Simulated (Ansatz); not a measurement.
## Effective masses and thermopower of GeTe under load (space group R3m)

```
CELL_PARAMETERS angstrom
      2.11574     1.22153     3.48614
     -2.11574     1.22153     3.48614
      0.00000    -2.44305     3.48614
ATOMIC_POSITIONS crystal
  Ge 0.99548 0.99548 0.99548
  Te 0.52553 0.52553 0.52553
```

These are r2SCAN with spin-orbit coupling, rigid bands (plane waves, PAW; Ansatz, a program for electronic structure) values and carry that method's errors. Condition of this run: uniaxial stress zz = 2 GPa (compression positive) (the target of the relaxation). Cell: cell and atoms relaxed with r2SCAN, then loaded as said.

```yaml
band_gap: 0.45 eV
electron conductivity mass (300 K, dilute): 0.153 (x), 0.153 (y), 0.70 (z) mₑ
hole conductivity mass (300 K, dilute): 0.188 (x), 0.188 (y), 0.194 (z) mₑ
effective density of states N_c (300 K): 1.6e19 cm⁻³
effective density of states N_v (300 K): 1.9e19 cm⁻³
density_of_states_mass_electrons: 0.75 mₑ
density_of_states_mass_holes: 0.83 mₑ
Seebeck coefficient, n-type 1e19 cm⁻³, 300 K: -282 μV/K
Seebeck coefficient, p-type 1e19 cm⁻³, 300 K: 286 μV/K
best p-type power factor at 300 K for τ = 10 fs (best axis; densities from 1e16 to 1e21 cm⁻³ tried, whether or not they can be reached): 33 μW/(cm·K²) at 3e20 cm⁻³
```

Rigid bands; masses and Seebeck coefficients take one relaxation time τ for all states and one kind of carrier; polarons and phonon drag are left out.
